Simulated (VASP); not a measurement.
Set up this calculation in VASP 6.6.1, as the native input.

| Property | Result |
| --- | --- |
| Task | single point |
| Functional | PBE |
| Dispersion | D3(BJ) |
| Potentials or basis | VASP PAW PBE potentials, release 64 (Si, O, H) |
| Cutoff | 450 eV |
| k mesh | 1 × 1 × 1 |
| Occupations | gaussian, width 0.02 eV |
| Spin | no spin polarisation |
| Further INCAR settings | ALGO = Normal; EDIFF = 1e-06 |

The structure of Si12HO24 (a cell with a defect) lies in POSCAR:

```
Si12HO24
1.0
    9.8316000000      0.0000000000      0.0000000000
   -4.9158000000      8.5144153600      0.0000000000
    0.0000000000      0.0000000000     10.8182000000
Si O H
24 48 2
Direct
    0.2709099100      0.0094391800      0.1655027100
    0.9985581900      0.2592514300      0.3363694500
    0.2293313700      0.2350352900      0.9973888100
    0.2536999600      0.9943798200      0.6857301500
    0.9943088900      0.2605859300      0.8263963100
    0.2083269900      0.1946535800      0.5153311300
    0.2621491600      0.4975911800      0.1718615900
    0.0071092300      0.7712372900      0.3283148600
    0.2235410900      0.7272896200      0.0054956200
    0.2669434400      0.4925265000      0.6593211300
    0.9964925600      0.7555626100      0.8443723300
    0.2341662800      0.7379975200      0.4999615600
    0.7679183600      0.0027725800      0.1637768200
    0.5150453800      0.2909717700      0.3263891900
    0.7354828800      0.2356065700      0.9947544900
    0.7500254000      0.9945486100      0.6643177100
    0.4988791700      0.2694374300      0.8323993700
    0.7270726000      0.2340685100      0.4992150500
    0.7874783800      0.5096747300      0.1573528400
    0.5014811400      0.7712337700      0.3306460800
    0.7306058600      0.7321122000      0.9989357800
    0.7689976800      0.5017534200      0.6662599300
    0.4892422100      0.7549201000      0.8332459800
    0.7359702800      0.7334614600      0.4949275200
    0.0585994900      0.1851775900      0.4426589500
    0.2910020100      0.3666465000      0.1058264000
    0.1398598500      0.4267424900      0.2869976000
    0.2009835100      0.0720170000      0.0577487200
    0.4066298400      0.3704627500      0.3615348300
    0.4326514900      0.1539250100      0.2217404800
    0.0637104000      0.2018104000      0.9379856800
    0.2961209500      0.3602216000      0.5945064100
    0.1329963000      0.4206365700      0.7662825000
    0.1440959400      0.0534628100      0.6192837800
    0.3618947100      0.2974696100      0.8889306100
    0.4273668200      0.1382933600      0.7227606500
    0.0698422700      0.7005748600      0.4356703700
    0.2976032600      0.8725800500      0.1047948800
    0.1459163000      0.9395625000      0.2791979800
    0.1925934700      0.5656927500      0.0691771200
    0.3725483100      0.8040633200      0.3955902100
    0.4281822600      0.6421691300      0.2206537200
    0.0484628800      0.6811712500      0.9565332700
    0.2831508900      0.8721161200      0.6050312400
    0.1573768100      0.9148317700      0.8113722100
    0.2107464500      0.5753019700      0.5568150000
    0.3464649500      0.7730380600      0.8905284800
    0.4297587500      0.6246495600      0.7230592100
    0.5674995200      0.2199689900      0.4418414100
    0.8114747800      0.3713264800      0.0999751300
    0.6741022500      0.4415287100      0.2761049300
    0.7048024300      0.0708391800      0.0544039400
    0.8598764000      0.2853916600      0.3919929700
    0.9337635900      0.1388796900      0.2191445800
    0.5688786300      0.2097478700      0.9432799200
    0.7969424800      0.3651871000      0.6090898100
    0.6362505700      0.4334820500      0.7744881600
    0.6856066900      0.0652798700      0.5578710000
    0.8594873700      0.2928012300      0.8810256900
    0.9165469200      0.1276861800      0.7199152000
    0.5689396300      0.6934002000      0.4307230900
    0.7919415500      0.8629271600      0.1084292300
    0.6399768800      0.9359748100      0.2761740900
    0.7067804900      0.5682967600      0.0547796900
    0.8688771100      0.7964578400      0.3870153500
    0.9505596500      0.6538900700      0.2097545600
    0.5644435100      0.7011425300      0.9437322700
    0.7805881900      0.8618020400      0.6029322100
    0.6206643000      0.9221698500      0.7749832700
    0.7103227700      0.5713318500      0.5546426500
    0.8615482000      0.7938688900      0.8892565300
    0.9332905500      0.6387354700      0.7249986100
    0.4686794900      0.4825753500      0.3818611000
    0.2797931400      0.1442183700      0.4533476800
```

The input as run:

INCAR

```
ALGO     = Normal         # electronic algorithm
EDIFF    = 1E-6           # SCF threshold, eV
ENCUT    = 450            # plane-wave cutoff, eV
GGA      = PE             # functional
ISIF     = 2              # what is computed and relaxed
ISMEAR   = 0              # smearing method
IVDW     = 12             # dispersion correction
LASPH    = T              # aspherical terms in the spheres
LCHARG   = F              # write CHGCAR
LREAL    = F              # projectors in reciprocal space
LWAVE    = F              # write WAVECAR
NELM     = 80             # most SCF steps
PREC     = Accurate       # precision mode
SIGMA    = 0.02           # smearing width, eV
```

KPOINTS

```
k-points
0
Gamma
  1 1 1
```

Potentials or basis: VASP PAW PBE potentials, release 64 (Si, O, H).

Launch:

```bash
$ cat potpaw_PBE.64/Si/POTCAR potpaw_PBE.64/O/POTCAR potpaw_PBE.64/H/POTCAR > POTCAR
$ mpirun -np 1 vasp_std > vasp.out
```

It gave:

```json
{
  "Largest force": "7.070 eV/Å",
  "Band gap on the k mesh": "5.46 eV, direct",
  "Dispersion energy per atom": "-0.142 eV"
}
```

Wall time 4.1 min on 1 thread of Intel(R) Xeon(R) 6975P-C (Granite Rapids), on a shared host, peak memory 0.83 GiB.
